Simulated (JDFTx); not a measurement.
# SnO (P4/nmm) in JDFTx: equation of state, part 2 of 2

JDFTx 1.7.0 (patched build). The steps go on from the part before.

### 3 Equation of state, PBEsol, 17.06 Å³/atom (volume scaled by 0.96)

Contents of SnO.in:

```
lattice \
    7.1094378259     0.0000000000     0.0000000000 \
    0.0000000000     7.1094378259     0.0000000000 \
    0.0000000000     0.0000000000     9.1101161111
coords-type Lattice
ion Sn     0.5000000000     0.0000000000     0.7646261400 1
ion Sn     0.0000000000     0.5000000000     0.2353738600 1
ion O      0.0000000000     0.0000000000     0.0000000000 1
ion O      0.5000000000     0.5000000000     0.0000000000 1

ion-species pseudo/Sn.upf
ion-species pseudo/O.upf
elec-cutoff 42 336
elec-ex-corr gga-PBEsol
kpoint-folding 7 7 6
elec-smearing Fermi 0.0018374661
elec-n-bands 27
electronic-SCF nIterations 100 energyDiffThreshold 1e-09
electronic-minimize nIterations 30 energyDiffThreshold 1e-7
forces-output-coords Cartesian

dump-name run.$VAR
dump End Ecomponents EigStats BandEigs Kpoints Forces Stress ElecDensity Dtot KEdensity
```

Potentials or basis: PseudoDojo-SR-PBEsol-0.4.1-standard with smoothed tails.

Started as:

```console
$ jdftx -c 1 -i SnO.in -o SnO.out
```

Log:

```text
*************** JDFTx 1.7.0 (patched build) ***************

Input parsed successfully to the following command list (including defaults):
[... the input with its defaults ...]

---------- Setting up symmetries ----------

Found 16 point-group symmetries of the bravais lattice
Found 16 space-group symmetries with basis
Applied RMS atom displacement 0 bohrs to make symmetries exact.

---------- Initializing the Grid ----------
R =
[      7.10944            0            0  ]
[            0      7.10944            0  ]
[            0            0      9.11012  ]
unit cell volume = 460.463
G =
[   0.883781          0          0  ]
[          0   0.883781          0  ]
[          0          0   0.689693  ]
Minimum fftbox size, Smin = [  60  60  76  ]
Chosen fftbox size, S = [  60  60  80  ]

---------- Initializing tighter grid for wavefunction operations ----------
R =
[      7.10944            0            0  ]
[            0      7.10944            0  ]
[            0            0      9.11012  ]
unit cell volume = 460.463
G =
[   0.883781          0          0  ]
[          0   0.883781          0  ]
[          0          0   0.689693  ]
Minimum fftbox size, Smin = [  44  44  56  ]
Chosen fftbox size, S = [  48  48  56  ]

---------- Exchange Correlation functional ----------
Initalized PBEsol GGA exchange.
Initalized PBEsol GGA correlation.

---------- Setting up pseudopotentials ----------
[... 72 lines left out ...]
	FillingsUpdate:  mu: +0.392647575  nElectrons: 40.000000
SCF: Cycle:  8   F: -167.425356663486355   dF: -1.771e-08   |Residual|: 3.103e-05   |deigs|: 5.044e-05
	FillingsUpdate:  mu: +0.392646415  nElectrons: 40.000000
SCF: Cycle:  9   F: -167.425356669360724   dF: -5.874e-09   |Residual|: 1.964e-05   |deigs|: 5.030e-05
	FillingsUpdate:  mu: +0.392647142  nElectrons: 40.000000
SCF: Cycle: 10   F: -167.425356671368633   dF: -2.008e-09   |Residual|: 8.106e-06   |deigs|: 6.076e-05
	FillingsUpdate:  mu: +0.392647628  nElectrons: 40.000000
SCF: Cycle: 11   F: -167.425356672014942   dF: -6.463e-10   |Residual|: 2.982e-06   |deigs|: 6.495e-05
	FillingsUpdate:  mu: +0.392647870  nElectrons: 40.000000
SCF: Cycle: 12   F: -167.425356672206817   dF: -1.919e-10   |Residual|: 1.891e-06   |deigs|: 3.486e-04
SCF: Converged (|Delta E|<1.000000e-09 for 2 iters).

Setting wave functions to eigenvectors of Hamiltonian

# Stress tensor in Cartesian coordinates [Eh/a0^3]:
[ -0.000161532            0            0  ]
[            0 -0.000161532            0  ]
[            0            0 -0.000108717  ]

# Ionic positions in lattice coordinates:
ion Sn   0.500000000000000   0.000000000000000   0.764626140000000 1
ion Sn   0.000000000000000   0.500000000000000   0.235373860000000 1
ion O   0.000000000000000   0.000000000000000   0.000000000000000 1
ion O   0.500000000000000   0.500000000000000   0.000000000000000 1

# Forces in Cartesian coordinates:
force Sn   0.000000000000000  -0.000000000000000  -0.014886040593635 1
force Sn   0.000000000000000  -0.000000000000000   0.014886040593636 1
force O   0.000000000000000   0.000000000000000   0.000000000000000 1
force O   0.000000000000000   0.000000000000000   0.000000000000000 1

# Energy components:
   Eewald =     -118.6635229135592056
       EH =       47.9775936173277771
     Eloc =     -134.2061810848599350
      Enl =      -49.7875222451142747
      Exc =      -51.9633534941501907
 Exc_core =       22.8317498242806387
       KE =      116.3859212875886300
-------------------------------------
     Etot =     -167.4253150084865638
       TS =        0.0000416637202431
-------------------------------------
        F =     -167.4253566722068172

IonicMinimize: Iter:   0  F: -167.425356672206817  |grad|_K:  6.077e-03
IonicMinimize: None of the convergence criteria satisfied after 0 iterations.

#--- Lowdin population analysis ---
# oxidation-state Sn +0.791 +0.791
# oxidation-state O -0.730 -0.730

Dumping 'run.eigStats' ...
	eMin: -0.425157 at state 0 ( [ +0.000000 +0.000000 +0.000000 ] spin 0 )
	HOMO: +0.388661 at state 0 ( [ +0.000000 +0.000000 +0.000000 ] spin 0 )
	mu  : +0.392648
	LUMO: +0.396310 at state 36 ( [ +0.428571 +0.428571 +0.000000 ] spin 0 )
	eMax: +0.755490 at state 39 ( [ +0.428571 +0.428571 +0.500000 ] spin 0 )
	HOMO-LUMO gap: +0.007649
	Optical gap  : +0.072325 at state 1 ( [ +0.000000 +0.000000 +0.166667 ] spin 0 )
Done!
```

Run time: 4.4 min. Hardware: 1 thread of AMD EPYC 7R43 (Zen 3), shared host; peak memory 0.37 GiB.

Results:

| Quantity | Value |
| --- | --- |
| Free energy | -4555.8760 eV |
| Pressure | 4.2 GPa |
| Largest force | 0.765 eV/Å |
| Band gap on the k mesh | 0.21 eV, indirect (least direct gap 1.97 eV) |
| Loewdin charges | Sn +0.79; O -0.73 e |

Caveat: spin-orbit coupling is left out, which moves the levels of the heavy elements; an odd mesh through Γ misses points on the zone boundary, where band edges often lie.

### 4 Equation of state, PBEsol, 17.41 Å³/atom (volume scaled by 0.98)

SnO.in, as its differences from that of step 3:

```diff
@@ -1,5 +1,5 @@
 lattice \
-    7.1094378259     0.0000000000     0.0000000000 \
-    0.0000000000     7.1094378259     0.0000000000 \
-    0.0000000000     0.0000000000     9.1101161111
+    7.1584699809     0.0000000000     0.0000000000 \
+    0.0000000000     7.1584699809     0.0000000000 \
+    0.0000000000     0.0000000000     9.1729464835
 coords-type Lattice
```

Started as:

```console
$ jdftx -c 1 -i SnO.in -o SnO.out
```

Wall time 5.8 min (1 thread of AMD EPYC 7R43 (Zen 3), shared host); peak memory 0.39 GiB.

The run converged. Its results:

```yaml
Free_energy: -4555.9038 eV
Pressure: 2.0 GPa
Largest_force: 0.450 eV/Å
Band_gap_on_the_k_mesh: 0.28 eV, indirect (least direct gap 1.97 eV)
Loewdin_charges: Sn +0.79; O -0.73 e
```

Caveat: spin-orbit coupling is left out, which moves the levels of the heavy elements; an odd mesh through Γ misses points on the zone boundary, where band edges often lie.

### 5 Equation of state, PBEsol, 17.77 Å³/atom

SnO.in, as its differences from that of step 4:

```diff
@@ -1,5 +1,5 @@
 lattice \
-    7.1584699809     0.0000000000     0.0000000000 \
-    0.0000000000     7.1584699809     0.0000000000 \
-    0.0000000000     0.0000000000     9.1729464835
+    7.2068394886     0.0000000000     0.0000000000 \
+    0.0000000000     7.2068394886     0.0000000000 \
+    0.0000000000     0.0000000000     9.2349277318
 coords-type Lattice
```

Started as:

```console
$ jdftx -c 1 -i SnO.in -o SnO.out
```

It took 5.2 min on 1 thread of AMD EPYC 7R43 (Zen 3), shared host; peak memory 0.41 GiB.

Results (log left out):

```yaml
Free_energy: -4555.9128 eV
Pressure: 0.0 GPa
Largest_force: 0.159 eV/Å
Band_gap_on_the_k_mesh: 0.35 eV, indirect (least direct gap 1.98 eV)
Loewdin_charges: Sn +0.78; O -0.72 e
```

Caveat: spin-orbit coupling is left out, which moves the levels of the heavy elements; an odd mesh through Γ misses points on the zone boundary, where band edges often lie.

### 6 Equation of state, PBEsol, 18.12 Å³/atom (volume scaled by 1.02)

SnO.in, as its differences from that of step 5:

```diff
@@ -1,5 +1,5 @@
 lattice \
-    7.2068394886     0.0000000000     0.0000000000 \
-    0.0000000000     7.2068394886     0.0000000000 \
-    0.0000000000     0.0000000000     9.2349277318
+    7.2545682934     0.0000000000     0.0000000000 \
+    0.0000000000     7.2545682934     0.0000000000 \
+    0.0000000000     0.0000000000     9.2960879759
 coords-type Lattice
```

Potentials or basis: PseudoDojo-SR-PBEsol-0.4.1-standard with smoothed tails.

Started as:

```console
$ jdftx -c 1 -i SnO.in -o SnO.out
```

Wall time 5.4 min (1 thread of AMD EPYC 7R43 (Zen 3), shared host); peak memory 0.41 GiB.

It converged, with:

- Free energy: -4555.9050 eV
- Pressure: -1.8 GPa
- Largest force: 0.111 eV/Å
- Band gap on the k mesh: 0.42 eV, indirect (least direct gap 1.98 eV)
- Loewdin charges: Sn +0.78; O -0.72 e

Caveat: spin-orbit coupling is left out, which moves the levels of the heavy elements; an odd mesh through Γ misses points on the zone boundary, where band edges often lie.

### 7 Equation of state, PBEsol, 18.48 Å³/atom (volume scaled by 1.04)

SnO.in, as its differences from that of step 6:

```diff
@@ -1,5 +1,5 @@
 lattice \
-    7.2545682934     0.0000000000     0.0000000000 \
-    0.0000000000     7.2545682934     0.0000000000 \
-    0.0000000000     0.0000000000     9.2960879759
+    7.3016771996     0.0000000000     0.0000000000 \
+    0.0000000000     7.3016771996     0.0000000000 \
+    0.0000000000     0.0000000000     9.3564538750
 coords-type Lattice
```

Started as:

```console
$ jdftx -c 1 -i SnO.in -o SnO.out
```

Run time: 5.4 min. Hardware: 1 thread of AMD EPYC 7R43 (Zen 3), shared host; peak memory 0.41 GiB.

The run converged. Its results:

```
Free energy            : -4555.8821 eV
Pressure               : -3.4 GPa
Largest force          : 0.362 eV/Å
Band gap on the k mesh : 0.48 eV, indirect (least direct gap 1.96 eV)
Loewdin charges        : Sn +0.78; O -0.72 e
```

Caveat: spin-orbit coupling is left out, which moves the levels of the heavy elements; an odd mesh through Γ misses points on the zone boundary, where band edges often lie.

### 8 Equation of state, PBEsol, 18.84 Å³/atom (volume scaled by 1.06)

SnO.in, as its differences from that of step 7:

```diff
@@ -1,5 +1,5 @@
 lattice \
-    7.3016771996     0.0000000000     0.0000000000 \
-    0.0000000000     7.3016771996     0.0000000000 \
-    0.0000000000     0.0000000000     9.3564538750
+    7.3481859517     0.0000000000     0.0000000000 \
+    0.0000000000     7.3481859517     0.0000000000 \
+    0.0000000000     0.0000000000     9.4160507294
 coords-type Lattice
```

Started as:

```console
$ jdftx -c 1 -i SnO.in -o SnO.out
```

Wall time 5.9 min (1 thread of AMD EPYC 7R43 (Zen 3), shared host); peak memory 0.42 GiB.

The run converged. Its results:

- Free energy: -4555.8456 eV
- Pressure: -4.8 GPa
- Largest force: 0.595 eV/Å
- Band gap on the k mesh: 0.54 eV, indirect (least direct gap 1.93 eV)
- Loewdin charges: Sn +0.78; O -0.72 e

Caveat: spin-orbit coupling is left out, which moves the levels of the heavy elements; an odd mesh through Γ misses points on the zone boundary, where band edges often lie.

### 9 Equation of state, PBEsol

Potentials or basis: PseudoDojo-SR-PBEsol-0.4.1-standard with smoothed tails.

No new run: the results of the series are fitted here.

What came out:

```
Equilibrium volume                        : 17.78 Å³/atom
Bulk modulus at fixed shape and positions : 95 GPa
Pressure derivative of the bulk modulus   : 4.4
```

Energy against volume, from the lowest point:
| volume (Å³/atom) | energy (meV/atom) |
| --- | --- |
| 16.703 | 21.35 |
| 17.058 | 9.20 |
| 17.414 | 2.26 |
| 17.769 | 0.00 |
| 18.125 | 1.95 |
| 18.480 | 7.69 |
| 18.835 | 16.81 |

Caveat: the cell was scaled at fixed shape and fractional positions, which overstates the stiffness of a crystal with free parameters, most of all of layers and chains.
